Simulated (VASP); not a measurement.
# Mo (Im-3m) in VASP: further runs

The runs below take Mo through relaxation of cell and atoms, vibrations by finite differences, with PBE.

All numbers are computed with VASP 6.6.1; they aren't measurements. Logs are shortened: lines on timing, memory, paths and dates and some standing lists are left out, and cuts for length are marked.

## (1) The crystal as given

The structure is cubic, space group Im-3m (No. 229). The conventional cell has a = 3.147 Å, b = 3.147 Å, c = 3.147 Å, α = 90.00°, β = 90.00°, γ = 90.00°. Mo (site symmetry m-3m) has 8 Mo at 2.73 Å as nearest neighbours.

## (2) Relaxation of cell and atoms, PBE, target pressure 22 GPa, at which the enthalpy is minimised

Input file INCAR:

```
ALGO = Normal
EDIFF = 1E-7
EDIFFG = -0.002
ENCUT = 520
GGA = PE
IBRION = 2
ISIF = 3
ISMEAR = 0
LASPH = T
LCHARG = F
LREAL = F
LWAVE = F
NELM = 100
NSW = 80
PREC = Accurate
PSTRESS = 220.0
SIGMA = 0.1
```

Input file KPOINTS:

```
k-points
0
Gamma
  18 18 18
```

Input file POSCAR:

```
Mo
1.0
   -1.5734150000      1.5734150000      1.5734150000
    1.5734150000     -1.5734150000      1.5734150000
    1.5734150000      1.5734150000     -1.5734150000
Mo
1
Direct
    0.0000000000      0.0000000000      0.0000000000
```

Potentials or basis: VASP PAW PBE potentials, release 64 (Mo).

The run is started by

```bash
$ cat potpaw_PBE.64/Mo/POTCAR > POTCAR
$ mpirun -np 1 vasp_std > vasp.out
```

OUTCAR:

```text
EDIFF = 1E-7
   EDIFFG = -0.002
   ENCUT = 520
   GGA = PE
   IBRION = 2
   ISIF = 3
   ISMEAR = 0
   LASPH = T
   LREAL = F
   NELM = 100
   NSW = 80
   PREC = Accurate
   PSTRESS = 220.0

 ion  position               nearest neighbor table
   1  0.000  0.000  0.000-

  LATTYP: Found a body centered cubic cell.
 ALAT       =     3.1468300000

  Lattice vectors:

 A1 = (  -1.5734150000,   1.5734150000,   1.5734150000)
 A2 = (   1.5734150000,  -1.5734150000,   1.5734150000)
 A3 = (   1.5734150000,   1.5734150000,  -1.5734150000)

Analysis of symmetry for initial positions (statically):
=====================================================================
 Subroutine PRICEL returns:
 Original cell was already a primitive cell.

 Routine SETGRP: Setting up the symmetry group for a
 body centered cubic supercell.

 Subroutine GETGRP returns: Found 48 space group operations
 (whereof 48 operations were pure point group operations)
 out of a pool of 48 trial point group operations.

The static configuration has the point symmetry O_h .

Analysis of symmetry for dynamics (positions and initial velocities):
=====================================================================
 Subroutine PRICEL returns:
 Original cell was already a primitive cell.

 Routine SETGRP: Setting up the symmetry group for a
 body centered cubic supercell.

 Subroutine GETGRP returns: Found 48 space group operations
 (whereof 48 operations were pure point group operations)
 out of a pool of 48 trial point group operations.

The dynamic configuration has the point symmetry O_h .

 Subroutine INISYM returns: Found 48 space group operations
 (whereof 48 operations are pure point group operations),
 and found     1 'primitive' translations

----------------------------------------------------------------------------------------

                                     Primitive cell

  volume of cell :      15.5808

  direct lattice vectors                    reciprocal lattice vectors
    -1.573415000  1.573415000  1.573415000     0.000000000  0.317780115  0.317780115
     1.573415000 -1.573415000  1.573415000     0.317780115  0.000000000  0.317780115
     1.573415000  1.573415000 -1.573415000     0.317780115  0.317780115  0.000000000

  length of vectors
     2.725234721  2.725234721  2.725234721     0.449408949  0.449408949  0.449408949

  position of ions in fractional coordinates (direct lattice)
     0.000000000  0.000000000  0.000000000

  ion indices of the primitive-cell ions
   primitive index   ion index
                 1           1

----------------------------------------------------------------------------------------

 KPOINTS: k-points

Automatic generation of k-mesh.
 Grid dimensions read from file:
 generate k-points for:   18   18   18

 Generating k-lattice:

  Cartesian coordinates                     Fractional coordinates (reciprocal lattice)
     0.000000000  0.017654451  0.017654451     0.055555556  0.000000000  0.000000000
     0.017654451  0.000000000  0.017654451     0.000000000  0.055555556  0.000000000
     0.017654451  0.017654451  0.000000000     0.000000000  0.000000000  0.055555556

  Length of vectors
     0.024967164  0.024967164  0.024967164

  Shift w.r.t. Gamma in fractional coordinates (k-lattice)
     0.000000000  0.000000000  0.000000000

 Subroutine IBZKPT returns following result:
 ===========================================

 Found    195 irreducible k-points:

 Following reciprocal coordinates:
            Coordinates               Weight
  0.000000  0.000000  0.000000      1.000000
  0.055556  0.000000  0.000000     12.000000
  0.111111  0.000000  0.000000     12.000000
  0.166667  0.000000  0.000000     12.000000
  0.222222  0.000000  0.000000     12.000000
  0.277778  0.000000  0.000000     12.000000
[... 16 lines left out ...]
  0.333333  0.111111 -0.000000     48.000000
  0.388889  0.111111  0.000000     48.000000
 [... further k-points ...]
   k-points           NKPTS =    195   k-points in BZ     NKDIM =    195   number of bands    NBANDS=      7
   number of dos      NEDOS =    301   number of ions     NIONS =      1
   total plane-waves  NPLWV =   8000
   dimension x,y,z NGX =    20 NGY =   20 NGZ =   20
   dimension x,y,z NGXF=    40 NGYF=   40 NGZF=   40
   ions per type =               1
   NGX,Y,Z   is equivalent  to a cutoff of  12.20, 12.20, 12.20 a.u.
   NGXF,Y,Z  is equivalent  to a cutoff of  24.40, 24.40, 24.40 a.u.
 SYSTEM =  unknown system
   PREC   = accura    normal or accurate (medium, high low for compatibility)
   ISTART =      0    job   : 0-new  1-cont  2-samecut
   ICHARG =      2    charge: 1-file 2-atom 10-const
   ISPIN  =      1    spin polarized calculation?
   LNONCOLLINEAR =      F non collinear calculations
   LSORBIT =      F    spin-orbit coupling
   LASPH  =      T    aspherical Exc in radial PAW
   ENCUT  =  520.0 eV  38.22 Ry    6.18 a.u.   5.07  5.07  5.07*2*pi/ulx,y,z
   NELM   =    100;   NELMIN=  2; NELMDL= -5     # of ELM steps
   EDIFF  = 0.1E-06   stopping-criterion for ELM
   LREAL  =      F    real-space projection
   EDIFFG = -.2E-02   stopping-criterion for IOM
   NSW    =     80    number of steps for IOM
   IBRION =      2    ionic relax: 0-MD 1-quasi-New 2-CG
   NFREE  =      1    steps in history (QN), initial steepest desc. (CG)
   ISIF   =      3    stress and relaxation
   ISYM   =      2    0-nonsym 1-usesym 2-fastsym
   POTIM  = 0.5000    time-step for ionic-motion
   TEBEG  =    0.0;   TEEND  =   0.0 temperature during run
   PSTRESS=  220.0 pullay stress
   NELECT =       6.0000    total number of electrons
   NUPDOWN=      -1.0000    fix difference up-down
   EMIN   =  10.00;   EMAX   =-10.00  energy-range for DOS
   EFERMI =   0.00;   METHOD = LEGACY
   ISMEAR =     0;   SIGMA  =   0.10  broadening in eV -4-tet -1-fermi 0-gaus
   EFERMI_NEDOS =   21; number of points for ismear=-14 and -15
   IALGO  =     38    algorithm
   IMIX   =      4    mixing-type and parameters
     AMIX     =   0.40;   BMIX     =  1.00
     AMIX_MAG =   1.60;   BMIX_MAG =  1.00
  volume/ion in A,a.u.               =      15.58       105.14
  Fermi-wavevector in a.u.,A,eV,Ry     =   1.191046  2.250751 19.301105  1.418591
  Thomas-Fermi vector in A             =   2.327117
   LORBIT       =      0    0 simple, 1 ext, 2 COOP (PROOUT), +10 PAW based schemes
   GGA     = PE    functional components
   LHFCALC =     F    Hartree Fock is set to
   AEXX    =    0.0000 exact exchange contribution
   IVDW    =     0    specifies the selected vdW correction
   LEPSILON=     F    determine dielectric tensor
   LRPA    =     F    only Hartree local field effects (RPA)
 conjugate gradient relaxation of ions
 non-spin polarized calculation
 Gauss-broadening in eV      SIGMA  =   0.10
  energy-cutoff  :      520.00
  volume of cell :       15.58
 maximum number of plane-waves:       432
   NGX = 11   NGY = 11   NGZ = 11

--------------------------------------- Ionic step        1  -------------------------------------------

 number of electron       6.0000001 magnetization

 Free energy of the ion-electron system (eV)
  ---------------------------------------------------
  ext. energy  EPLUGINS =         0.00000000
  ---------------------------------------------------
  free energy    TOTEN  =       -10.94986431 eV

  energy without entropy =      -10.94714407  energy(sigma->0) =      -10.94850419

------------------------ aborting loop because EDIFF is reached ----------------------------------------

  FORCE on cell =-STRESS in cart. coord.  units (eV):
  Direction    XX          YY          ZZ          XY          YZ          ZX
  --------------------------------------------------------------------------------------
  -------------------------------------------------------------------------------------
  Total        0.0863660      0.0863660      0.0863660      0.0000000     -0.0000000      0.0000000
  in kB        8.8810305      8.8810305      8.8810305      0.0000000     -0.0000000      0.0000000
  external PRESSURE =    -211.1189695 kB  Pullay stress =     220.0000000 kB

 VOLUME and BASIS-vectors are now :
 -----------------------------------------------------------------------------
  energy-cutoff  :      520.00
  volume of cell :       15.58
      direct lattice vectors                 reciprocal lattice vectors
    -1.573415000  1.573415000  1.573415000     0.000000000  0.317780115  0.317780115
     1.573415000 -1.573415000  1.573415000     0.317780115  0.000000000  0.317780115
     1.573415000  1.573415000 -1.573415000     0.317780115  0.317780115  0.000000000
[... 7 lines left out ...]
  FREE ENERGIE OF THE ION-ELECTRON SYSTEM (eV)
  ---------------------------------------------------
  free  energy   TOTEN  =       -10.9498643132 eV

  energy  without entropy=      -10.9471440656  energy(sigma->0) =      -10.94850419

  enthalpy is  TOTEN    =        -8.8104152641 eV   P V=        2.1394490490

--------------------------------------- Ionic step        2  -------------------------------------------

 number of electron       6.0000000 magnetization

 E-fermi :  10.9350     XC(G=0): -14.8456

 val. band max:       10.9113768928   @ k =  -0.1667   0.2222   0.1111
 cond. band min:      10.9375529010   @ k =  -0.2778   0.3889   0.1667
 fundamental gap:      0.0261760081
 Fermi energy:        10.9349797119

 k-point     1 :       0.0000    0.0000    0.0000
  band No.  band energies     occupation
      1       2.7565      2.00000
      2       8.5396      2.00000
      3       8.5396      2.00000
      4       8.5396      2.00000
      5      12.9230      0.00000
      6      12.9230      0.00000
      7      28.2460      0.00000

 k-point     2 :       0.0556    0.0000    0.0000
  band No.  band energies     occupation
      1       2.9476      2.00000
      2       8.4149      2.00000
      3       8.5239      2.00000
      4       8.7434      2.00000
      5      12.7216      0.00000
      6      12.9260      0.00000
      7      28.4172      0.00000
[... 322 lines left out ...]
  FREE ENERGIE OF THE ION-ELECTRON SYSTEM (eV)
  ---------------------------------------------------
  free  energy   TOTEN  =       -10.8855184736 eV

  energy  without entropy=      -10.8834066585  energy(sigma->0) =      -10.88446257

  enthalpy is  TOTEN    =        -8.8807102544 eV   P V=        2.0048082192

--------------------------------------- Ionic step        5  -------------------------------------------

 number of electron       6.0000000 magnetization

 Free energy of the ion-electron system (eV)
  ---------------------------------------------------
  ext. energy  EPLUGINS =         0.00000000
  ---------------------------------------------------
  free energy    TOTEN  =       -10.88187304 eV

  energy without entropy =      -10.87977470  energy(sigma->0) =      -10.88082387

 E-fermi :   7.6636     XC(G=0): -13.4658

 val. band max:        7.6560378814   @ k =  -0.3889   0.4444   0.2778
 cond. band min:       7.7032427391   @ k =   0.3889   0.1111   0.0000
 fundamental gap:      0.0472048576
 Fermi energy:         7.6635916095

 k-point     1 :       0.0000    0.0000    0.0000
  band No.  band energies     occupation
      1       0.1576      2.00000
      2       6.0774      2.00000
      3       6.0774      2.00000
      4       6.0774      2.00000
      5       9.3621      0.00000
      6       9.3621      0.00000
      7      24.2894      0.00000

 k-point     2 :       0.0556    0.0000    0.0000
  band No.  band energies     occupation
      1       0.3007      2.00000
      2       5.9930      2.00000
      3       6.0661      2.00000
      4       6.2212      2.00000
      5       9.2373      0.00000
      6       9.3663      0.00000
      7      24.3975      0.00000
[... 242 lines left out ...]
 POSITION                                       TOTAL-FORCE (eV/Angst)
 -----------------------------------------------------------------------------------
     -0.00000      0.00000      0.00000         0.000000     -0.000000      0.000000
 -----------------------------------------------------------------------------------
    total drift:                                0.000000      0.000000      0.000000

  FREE ENERGIE OF THE ION-ELECTRON SYSTEM (eV)
  ---------------------------------------------------
  free  energy   TOTEN  =       -10.8818730432 eV

  energy  without entropy=      -10.8797746973  energy(sigma->0) =      -10.88082387

  enthalpy is  TOTEN    =        -8.8807695976 eV   P V=        2.0011034457

 reached required accuracy - stopping structural energy minimisation
```

Wall time 34 s (1 thread of Intel Xeon Platinum 8488C (Sapphire Rapids), shared host); peak memory 0.15 GiB.

What came out:

```yaml
Free_energy: -10.8819 eV
Relaxed_volume: 14.57 Å³/atom
Relaxed_cell: a = 2.665 Å, b = 2.665 Å, c = 2.665 Å, α = 109.47°, β = 109.47°, γ = 109.47°
Space_group_after_relaxing_to_0.05_Å: Im-3m (No. 229)
Energy_change_on_relaxing_the_enthalpy_is_what_falls: +68.0 meV/atom
Ionic_steps: 5
Pressure_after_relaxing: 22.0 GPa
Band_gap_on_the_k_mesh: none (metal or under the smearing width)
```

Step by step:
| step | energy change (eV) | largest force (eV/Å) | pressure (GPa) | volume (Å³) |
| --- | --- | --- | --- | --- |
| 1 | 0.0000 | 0.0000 | 0.89 | 15.58 |
| 2 | 1.6602 | 0.0000 | 162.56 | 11.39 |
| 3 | 0.0526 | 0.0000 | 19.07 | 14.69 |
| 4 | 0.0643 | 0.0000 | 21.34 | 14.60 |
| 5 | 0.0680 | 0.0000 | 22.00 | 14.57 |

Final structure:
```cif
data_structure
_symmetry_space_group_name_H-M 'P 1'
_symmetry_Int_Tables_number 1
_cell_length_a 2.6652
_cell_length_b 2.6652
_cell_length_c 2.6652
_cell_angle_alpha 109.471
_cell_angle_beta 109.471
_cell_angle_gamma 109.471
_cell_volume 14.57
loop_
_atom_site_label
_atom_site_type_symbol
_atom_site_fract_x
_atom_site_fract_y
_atom_site_fract_z
_atom_site_occupancy
Mo1 Mo 0.00000 0.00000 0.00000 1
```

Caveat: the cell is relaxed towards a set pressure, so the enthalpy falls and the energy may rise.

## (3) Relaxation of cell and atoms, PBE, target pressure 22 GPa, at which the enthalpy is minimised

This run uses another cell than the first one, of 14.57 Å³/atom, 0.935 times its volume.

INCAR is that of step 2.

KPOINTS is that of step 2.

Input file POSCAR:

```
Mo                                      
1.0
   -1.5387420306      1.5387420306      1.5387420306
    1.5387420306     -1.5387420306      1.5387420306
    1.5387420306      1.5387420306     -1.5387420306
  Mo            
     1
Direct
     0.0000000000000000    0.0000000000000000    0.0000000000000000
```

Potentials or basis: VASP PAW PBE potentials, release 64 (Mo).

The run is started by

```bash
$ cat potpaw_PBE.64/Mo/POTCAR > POTCAR
$ mpirun -np 1 vasp_std > vasp.out
```

Wall time 9.9 s (1 thread of Intel Xeon Platinum 8488C (Sapphire Rapids), shared host); peak memory 0.14 GiB.

It converged, with:

```yaml
Free_energy: -10.8814 eV
Pressure_after_relaxing: 22.0 GPa
Band_gap_on_the_k_mesh: none (metal or under the smearing width)
```

Final structure:
```xyz
1
Lattice="-1.5387 1.5387 1.5387 1.5387 -1.5387 1.5387 1.5387 1.5387 -1.5387" Properties=species:S:1:pos:R:3 pbc="T T T"
Mo    0.0000    0.0000    0.0000
```

Levels at points of the mesh, in eV from the Fermi level:
```
           k point  band 1  band 2  band 3  band 4  band 5  band 6
(0.00, 0.00, 0.00)   -7.51   -1.59   -1.59   -1.59    1.70    1.70
(0.50, 0.00, 0.00)   -5.82   -3.82    1.77    1.86    2.45    5.14
(0.50, 0.50, 0.50)   -6.06   -6.06    4.29    4.29    4.29    9.98
```

Caveat: the relaxation stopped at its first step, so nothing moved; the cell is relaxed towards a set pressure, so the enthalpy falls and the energy may rise.

## (4) Vibrations by finite differences, PBE

This run uses another cell than the first one, of 14.57 Å³/atom, 0.935 times its volume.

Input file INCAR:

```
SYSTEM = Mo
ALGO = Normal
EDIFF = 1E-8
ENCUT = 520
GGA = PE
IBRION = 6
ISIF = 3
ISMEAR = 0
LASPH = .True.
LCHARG = .False.
LREAL = .False.
LWAVE = .False.
NELM = 100
NFREE = 2
NSW = 1
POTIM = 0.015
PREC = Accurate
SIGMA = 0.1
```

Input file KPOINTS:

```
k-points
0
Gamma
  18 18 18
  0 0 0
```

POSCAR is that of step 3.

The run is started by

```bash
$ cat potpaw_PBE.64/Mo/POTCAR > POTCAR
$ mpirun -np 1 vasp_std > vasp.out
```

Run time: 6.5 min. Hardware: 1 thread of Intel Xeon Platinum 8488C (Sapphire Rapids), shared host; peak memory 0.4 GiB.

Results (log left out):

```
Elastic constants C11, C12, C44 : 609, 205, 133 GPa
Voigt bulk modulus              : 340 GPa
```

Elastic tensor in Voigt notation (GPa, in the Cartesian axes of the cell as first typed):
```
609 205 205   0   0   0
205 609 205   0   0   0
205 205 609   0   0   0
  0   0   0 133   0   0
  0   0   0   0 133   0
  0   0   0   0   0 133
```

Clamped-ion elastic tensor (GPa):
```
609 205 205   0   0   0
205 609 205   0   0   0
205 205 609   0   0   0
  0   0   0 133   0   0
  0   0   0   0 133   0
  0   0   0   0   0 133
```

Caveat: elastic constants of metals need much finer meshes, so these are rough.
